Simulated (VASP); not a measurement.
InPd, 2 atoms in the cell. Symmetry: Pm-3m, No. 221, cubic system. Conventional cell: a = 3.272 Å, b = 3.272 Å, c = 3.272 Å, α = 90.00°, β = 90.00°, γ = 90.00°. In (site symmetry m-3m) is surrounded by 8 Pd at 2.83 Å. Around Pd (site symmetry m-3m) lie 8 In at 2.83 Å. The cell comes from a database or a generator and needn't be the stable form of this composition.

* Program: VASP 6.6.1
* Task: relaxation of cell and atoms
* Functional: PBE0
* Potentials or basis: VASP PAW PBE potentials, release 64 (In_d, Pd)
* Cutoff: 600 eV
* k mesh: 4 × 4 × 4
* Occupations: fermi-dirac, width 0.05 eV
* Spin: no spin polarisation
* Grid for exact exchange (PRECFOCK): Fast
* Exchange at q = 0: default
* Further INCAR settings: ALGO = Normal; EDIFF = 1e-06; IBRION = 2; EDIFFG = -0.005; NSW = 40; ISIF = 3

Potentials or basis: VASP PAW PBE potentials, release 64 (In_d, Pd).

Command:

```sh
$ cat potpaw_PBE.64/In_d/POTCAR potpaw_PBE.64/Pd/POTCAR > POTCAR
$ cp INCAR.step1 INCAR
$ mpirun -np 1 vasp_std > vasp.out
$ cp INCAR.step2 INCAR
$ mpirun -np 1 vasp_std > vasp.out
```

Hardware: 1 thread of Intel(R) Xeon(R) Platinum 8259CL CPU @ 2.50GHz (Skylake/Cascade Lake), with other jobs on the host.

Task: How long does it take, and how much memory?

Result: Run time: 35 min on 1 thread of Intel(R) Xeon(R) Platinum 8259CL CPU @ 2.50GHz (Skylake/Cascade Lake), with other jobs on the host, peak memory 0.19 GiB. Counts: scf iterations 85, k points 10, ion steps 3.
